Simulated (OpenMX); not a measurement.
Wanted: the native input for an OpenMX 3.8.5 run.

| Property | Result |
| --- | --- |
| Task | band structure |
| Functional | PBE |
| Potentials or basis | OpenMX 2013 PBE set, Ba10.0-s3p2d1, Ti7.0-s2p2d1, O6.0-s2p2, grid cutoff 400 Ry |
| k mesh | 5 × 5 × 5 |
| Occupations | fermi-dirac, width 0.05 eV |
| Spin | no spin polarisation |
| Mixing scheme | rmm-diisk |
| SCF threshold | 1e-08 Ha |
| Solver | band |
| Max SCF cycles | 100 |

The system is BaTiO3.

```
CELL_PARAMETERS angstrom
3.99980 0.00000 0.00000
0.00000 3.99980 0.00000
0.00000 0.00000 4.01800
ATOMIC_POSITIONS crystal
Ba 0.99557 0.99064 0.00350
Ti 0.50254 0.49192 0.46877
O 0.47922 0.51432 0.00641
O 0.50273 0.00330 0.50938
O 0.01995 0.49981 0.53994
```

These files were run (other wordings do the same):

BaTiO3.dat

```
System.CurrrentDirectory             ./
System.Name                          BaTiO3
DATA.PATH                            ./DFT_DATA13
level.of.stdout                      1
level.of.fileout                     1
Species.Number                       3
<Definition.of.Atomic.Species
  Ba  Ba10.0-s3p2d1          Ba_PBE13
  Ti  Ti7.0-s2p2d1           Ti_PBE13
  O   O6.0-s2p2              O_PBE13
Definition.of.Atomic.Species>

Atoms.Number                         5
Atoms.SpeciesAndCoordinates.Unit     FRAC
<Atoms.SpeciesAndCoordinates
    1  Ba    0.9955672000    0.9906407400    0.0035034300   5.000  5.000
    2  Ti    0.5025366900    0.4919233700    0.4687657700   6.000  6.000
    3  O     0.4792189400    0.5143238900    0.0064065200   3.000  3.000
    4  O     0.5027309200    0.0032990000    0.5093824900   3.000  3.000
    5  O     0.0199462600    0.4998130000    0.5399418000   3.000  3.000
Atoms.SpeciesAndCoordinates>

Atoms.UnitVectors.Unit               Ang
<Atoms.UnitVectors
     3.9998000000    0.0000000000    0.0000000000
     0.0000000000    3.9998000000    0.0000000000
     0.0000000000    0.0000000000    4.0180000000
Atoms.UnitVectors>

scf.XcType                           GGA-PBE
scf.SpinPolarization                 off
scf.ElectronicTemperature            580.226
scf.energycutoff                     400.0
scf.maxIter                          100
scf.EigenvalueSolver                 band
scf.Kgrid                            5 5 5
scf.Mixing.Type                      rmm-diisk
scf.Init.Mixing.Weight               0.05
scf.Min.Mixing.Weight                0.001
scf.Max.Mixing.Weight                0.3
scf.Mixing.History                   25
scf.Mixing.StartPulay                8
scf.criterion                        1.0e-8
scf.stress.tensor                    on
MD.Type                              nomd
Band.dispersion                      on
Band.Nkpath                          9
<Band.kpath
    6   0.000000  0.000000  0.000000    0.000000  0.500000  0.000000  G X
    6   0.000000  0.500000  0.000000    0.500000  0.500000  0.000000  X M
    9   0.500000  0.500000  0.000000    0.000000  0.000000  0.000000  M G
    6   0.000000  0.000000  0.000000    0.000000  0.000000  0.500000  G Z
    6   0.000000  0.000000  0.500000    0.000000  0.500000  0.500000  Z R
    6   0.000000  0.500000  0.500000    0.500000  0.500000  0.500000  R A
    9   0.500000  0.500000  0.500000    0.000000  0.000000  0.500000  A Z
    6   0.000000  0.500000  0.000000    0.000000  0.500000  0.500000  X R
    6   0.500000  0.500000  0.000000    0.500000  0.500000  0.500000  M A
Band.kpath>
```

Potentials or basis: OpenMX 2013 PBE set, Ba10.0-s3p2d1, Ti7.0-s2p2d1, O6.0-s2p2, grid cutoff 400 Ry.

Command:

```console
$ openmx BaTiO3.dat -nt 1 > BaTiO3.std
```

It gave:

| Property | Result |
| --- | --- |
| Pressure | 6.7 GPa |
| Largest force | 1.370 eV/Å |
| Band gap on the k mesh | 1.65 eV, indirect (least direct gap 1.95 eV) |
| Band gap along the path | 1.52 eV, indirect (least direct gap 1.95 eV) |
| Mulliken charges | Ba +1.17; Ti +0.25; O -0.47, -0.48 e |

Caveat: the transition metal has a single d function, too few for pressures, volumes and moments; Mulliken charges move with the basis; spin-orbit coupling is left out, which moves the levels of the heavy elements; the mesh misses the band edges, which the band path finds closer together; the basis of atomic orbitals isn't converged, which shifts pressures, moduli and gaps; forces of over 1 eV/Å show positions far from the minimum, so gaps and moduli don't describe the material at rest.

Wall time 2.8 min on 1 thread of Arm Neoverse V2, with other jobs on the host, peak memory 1.7 GiB.
